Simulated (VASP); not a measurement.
# GaN (Fm-3m) in VASP: further runs

The runs below take GaN through G0W0 quasiparticle levels, G0W0 low-scaling quasiparticle levels, with PBE.

All numbers are computed with VASP 6.6.1; they aren't measurements. Logs are shortened: lines on timing, memory, paths and dates and some standing lists are left out, and cuts for length are marked.

## 1. Starting point

It takes space group Fm-3m (No. 225, cubic). Conventional cell: a = 4.270 Å, b = 4.270 Å, c = 4.270 Å, α = 90.00°, β = 90.00°, γ = 90.00°. Around Ga (site symmetry m-3m) lie 6 N at 2.14 Å. N (site symmetry m-3m) has 6 Ga at 2.14 Å as nearest neighbours.

Measurements of this composition are mostly on another form, of space group No. 186.

## 2. G0W0 quasiparticle levels, PBE

Input file POSCAR:

```
GaN
1.0
    0.0000000000      2.1352350000      2.1352350000
    2.1352350000      0.0000000000      2.1352350000
    2.1352350000      2.1352350000      0.0000000000
Ga N
1 1
Direct
    0.0000000000      0.0000000000      0.0000000000
    0.5000000000      0.5000000000      0.5000000000
```

Input file INCAR.step1:

```
SYSTEM = GaN
PREC = Accurate
ENCUT = 450
EDIFF = 1E-8
ISMEAR = 0
SIGMA = 0.01
LREAL = .False.
LASPH = .True.
NELM = 100
ALGO = Normal
LWAVE = .True.
LCHARG = .False.
GGA = PE
```

Input file INCAR.step2:

```
SYSTEM = GaN
PREC = Accurate
ENCUT = 450
EDIFF = 1E-8
ISMEAR = 0
SIGMA = 0.01
LREAL = .False.
LASPH = .True.
NELM = 1
ALGO = Exact
LWAVE = .True.
LCHARG = .False.
GGA = PE
NBANDS = 90
LOPTICS = .True.
ISTART = 1
```

Input file INCAR.step3:

```
SYSTEM = GaN
PREC = Accurate
ENCUT = 450
EDIFF = 1E-8
ISMEAR = 0
SIGMA = 0.01
LREAL = .False.
LASPH = .True.
ALGO = EVGW0
LWAVE = .False.
LCHARG = .False.
GGA = PE
NELMGW = 1
NBANDS = 90
ENCUTGW = 150
NOMEGA = 64
PRECFOCK = Fast
ISTART = 1
NBANDSGW = 17
```

Input file KPOINTS:

```
regular mesh
0
Gamma
  5 5 5
  0 0 0
```

Potentials or basis: VASP PAW PBE potentials, release 64 (Ga_d_GW, N_GW).

Run with:

```sh
$ cat potpaw_PBE.64/Ga_d_GW/POTCAR potpaw_PBE.64/N_GW/POTCAR > POTCAR
$ cp INCAR.step1 INCAR
$ mpirun -np 1 vasp_std > vasp.out
$ cp INCAR.step2 INCAR
$ mpirun -np 1 vasp_std > vasp.out
$ cp INCAR.step3 INCAR
$ mpirun -np 1 vasp_std > vasp.out
```

OUTCAR:

```text
SYSTEM = GaN
   PREC = Accurate
   ENCUT = 450
   EDIFF = 1E-8
   ISMEAR = 0
   LREAL = .False.
   LASPH = .True.
   GGA = PE
   NELMGW = 1
   ENCUTGW = 150
   PRECFOCK = Fast
   ISTART = 1

 ion  position               nearest neighbor table
   1  0.000  0.000  0.000-   2 2.14   2 2.14   2 2.14   2 2.14   2 2.14   2 2.14
   2  0.500  0.500  0.500-   1 2.14   1 2.14   1 2.14   1 2.14   1 2.14   1 2.14

  LATTYP: Found a face centered cubic cell.
 ALAT       =     4.2704700000

  Lattice vectors:

 A1 = (   0.0000000000,   2.1352350000,   2.1352350000)
 A2 = (   2.1352350000,   0.0000000000,   2.1352350000)
 A3 = (   2.1352350000,   2.1352350000,   0.0000000000)

Analysis of symmetry for initial positions (statically):
=====================================================================
 Subroutine PRICEL returns:
 Original cell was already a primitive cell.

 Routine SETGRP: Setting up the symmetry group for a
 face centered cubic supercell.

 Subroutine GETGRP returns: Found 48 space group operations
 (whereof 48 operations were pure point group operations)
 out of a pool of 48 trial point group operations.

The static configuration has the point symmetry O_h .

Analysis of symmetry for dynamics (positions and initial velocities):
=====================================================================
 Subroutine PRICEL returns:
 Original cell was already a primitive cell.

 Routine SETGRP: Setting up the symmetry group for a
 face centered cubic supercell.

 Subroutine GETGRP returns: Found 48 space group operations
 (whereof 48 operations were pure point group operations)
 out of a pool of 48 trial point group operations.

The dynamic configuration has the point symmetry O_h .

 Subroutine INISYM returns: Found 48 space group operations
 (whereof 48 operations are pure point group operations),
 and found     1 'primitive' translations

----------------------------------------------------------------------------------------

                                     Primitive cell

  volume of cell :      19.4700

  direct lattice vectors                    reciprocal lattice vectors
[... 48 lines left out ...]
  0.400000  0.200000  0.000000     24.000000
 -0.400000  0.200000  0.000000     24.000000
 -0.200000  0.200000  0.000000     12.000000
  0.400000  0.400000  0.000000      6.000000
 -0.400000  0.400000  0.000000     12.000000
 -0.400000  0.400000  0.200000     24.000000
   k-points           NKPTS =     10   k-points in BZ     NKDIM =    125   number of bands    NBANDS=     90
   number of dos      NEDOS =    301   number of ions     NIONS =      2
   total plane-waves  NPLWV =  13824
   dimension x,y,z NGX =    24 NGY =   24 NGZ =   24
   dimension x,y,z NGXF=    48 NGYF=   48 NGZF=   48
   ions per type =               1   1
   NGX,Y,Z   is equivalent  to a cutoff of  13.21, 13.21, 13.21 a.u.
   NGXF,Y,Z  is equivalent  to a cutoff of  26.43, 26.43, 26.43 a.u.
 SYSTEM =  GaN
   PREC   = accura    normal or accurate (medium, high low for compatibility)
   ISTART =      1    job   : 0-new  1-cont  2-samecut
   ICHARG =      0    charge: 1-file 2-atom 10-const
   ISPIN  =      1    spin polarized calculation?
   LNONCOLLINEAR =      F non collinear calculations
   LSORBIT =      F    spin-orbit coupling
   LASPH  =      T    aspherical Exc in radial PAW
   ENCUT  =  450.0 eV  33.07 Ry    5.75 a.u.   5.22  5.22  5.22*2*pi/ulx,y,z
   NELM   =     60;   NELMIN=  2; NELMDL=  0     # of ELM steps
   EDIFF  = 0.1E-07   stopping-criterion for ELM
   LREAL  =      F    real-space projection
   EDIFFG = 0.1E-06   stopping-criterion for IOM
   NSW    =      0    number of steps for IOM
   IBRION =     -1    ionic relax: 0-MD 1-quasi-New 2-CG
   NFREE  =      0    steps in history (QN), initial steepest desc. (CG)
   ISIF   =      0    stress and relaxation
   ISYM   =      3    0-nonsym 1-usesym 2-fastsym
   POTIM  = 0.5000    time-step for ionic-motion
   TEBEG  =    0.0;   TEEND  =   0.0 temperature during run
   PSTRESS=    0.0 pullay stress
   NELECT =      18.0000    total number of electrons
   NUPDOWN=      -1.0000    fix difference up-down
   EMIN   =  10.00;   EMAX   =-10.00  energy-range for DOS
   EFERMI =   0.00;   METHOD = LEGACY
   ISMEAR =     0;   SIGMA  =   0.01  broadening in eV -4-tet -1-fermi 0-gaus
   EFERMI_NEDOS =   21; number of points for ismear=-14 and -15
   IALGO  =     38    algorithm
   IMIX   =      4    mixing-type and parameters
     AMIX     =   0.40;   BMIX     =  1.00
     AMIX_MAG =   1.60;   BMIX_MAG =  1.00
  volume/ion in A,a.u.               =       9.74        65.70
  Fermi-wavevector in a.u.,A,eV,Ry     =   1.594814  3.013761 34.605481  2.543431
  Thomas-Fermi vector in A             =   2.692830
   LORBIT       =      0    0 simple, 1 ext, 2 COOP (PROOUT), +10 PAW based schemes
   GGA     = PE    functional components
   LHFCALC =     T    Hartree Fock is set to
   PRECFOCK=fast      Normal, Fast or Accurate (Low or Medium for compatibility)
   ENCUT4O =  -1.0   cutoff for four orbital integrals eV
   NKREDX  =     1    reduce k-point grid by
   NKREDY  =     1    reduce k-point grid by
   NKREDZ  =     1    reduce k-point grid by
   AEXX    =    1.0000 exact exchange contribution
   HFSCREEN=    0.0000 screening length (either q_TF or 0.3 A-1)
   HFSCREENC=   0.0000 screening length for correlation (either q_TF or 0.3 A-1)
   ENCUTFOCK=  -1.0 apply spherical cutoff to Coloumb kernel
   IVDW    =     0    specifies the selected vdW correction
   LEPSILON=     F    determine dielectric tensor
   LRPA    =     F    only Hartree local field effects (RPA)
   LRPAFORCE           =     F    calculate RPA forces
   ENCUTGW             = 150.0    cutoff for response function in eV
   ENCUTGWSOFT         = 120.0    soft cutoff for Coulomb kernel in GW response function in eV
   ENCUTLF             =  -1.0    cutoff for local field effects
   NELMGW              =     1    number of iterations in solving QP/BSE equation
   NELMHF              =     1    number of iterations in the inner HF iteration
   NKREDLFX            =     1    NKREDLFY  =   1   NKREDLFZ  =   1
 non-spin polarized calculation
 Gauss-broadening in eV      SIGMA  =   0.01
  energy-cutoff  :      450.00
  volume of cell :       19.47
 maximum number of plane-waves:       432
 NGX is ok and might be reduce to    24
  NGX = 14; NGY = 14; NGZ = 14
   NGX = 11   NGY = 11   NGZ = 11
 maximum number of plane-waves:        84
 NGX is ok and might be reduce to    14

 QP shifts <psi_nk| G(iteration)W_0 |psi_nk>: iteration 1
 for sc-GW calculations column KS-energies equals QP-energies in previous step
 and V_xc(KS)=  KS-energies - (<T + V_ion + V_H > + <T+V_H+V_ion>^1  + <V_x>^1)

 k-point   1 :       0.0000    0.0000    0.0000
  band No.  KS-energies  QP-energies   sigma(KS)   V_xc(KS)     V^pw_x(r,r')   Z            occupation Imag(sigma)

      1      -9.6701     -10.4529     -15.6366     -14.4805     -24.2658       0.6771       2.0000       1.3470
      2      -6.7790      -9.5470     -25.4806     -21.6622     -35.0194       0.7249       2.0000       0.1733
      3      -6.7790      -9.5470     -25.4806     -21.6622     -35.0194       0.7249       2.0000       0.1733
      4      -6.7790      -9.5470     -25.4806     -21.6622     -35.0194       0.7249       2.0000       0.1733
      5      -6.6909      -9.5042     -25.7287     -21.8495     -35.4605       0.7252       2.0000       0.2145
      6      -6.6909      -9.5042     -25.7287     -21.8495     -35.4605       0.7252       2.0000       0.2145
[... 185 lines left out ...]
      3      -6.7789      -9.5337     -25.4397     -21.6338     -35.0906       0.7238       2.0000       0.2216
      4      -6.6875      -9.4541     -25.5275     -21.7131     -35.1333       0.7253       2.0000       0.2015
      5      -6.5528      -9.3528     -25.7792     -21.9322     -35.3653       0.7278       2.0000       0.1724
      6      -4.5870      -6.1527     -21.3027     -19.1531     -29.6897       0.7283       2.0000       0.6120
[... 9 lines left out ...]
     16      33.8130      34.4008     -10.9062     -11.6293      -3.5885       0.8129       0.0000      -1.1766
     17      34.4219      35.3571     -13.0410     -14.1649      -5.5934       0.8321       0.0000      -1.4923
```

OUTCAR.step1:

```text
SYSTEM = GaN
   PREC = Accurate
   ENCUT = 450
   EDIFF = 1E-8
   ISMEAR = 0
   LREAL = .False.
   LASPH = .True.
[... 365 lines left out ...]
      0.00000      0.00000      0.00000        -0.000000      0.000000     -0.000000
      2.13524      2.13524      2.13524         0.000000      0.000000      0.000000
 -----------------------------------------------------------------------------------
    total drift:                                0.000000     -0.000000     -0.000000

  FREE ENERGIE OF THE ION-ELECTRON SYSTEM (eV)
  ---------------------------------------------------
  free  energy   TOTEN  =       -11.1624177422 eV

  energy  without entropy=      -11.1624177422  energy(sigma->0) =      -11.16241774
```

Wall time 1.7 min (1 thread of Intel Xeon Platinum 8488C (Sapphire Rapids), shared host); peak memory 0.25 GiB.

What came out:

```yaml
Band_gap_on_the_k_mesh_mean-field_level: 1.13 eV, indirect (least direct gap 2.35 eV)
Quasiparticle_gap: 1.96 eV
Least_direct_quasiparticle_gap: 3.28 eV
```

Caveat: the k mesh is coarse (spacing up to 0.51 Å⁻¹), so the values aren't converged; bands, screening cutoff and mesh are small and nothing is extrapolated, so the quasiparticle values aren't converged; an odd mesh through Γ misses points on the zone boundary, where band edges often lie.

(Continued in part 2 of 2.)
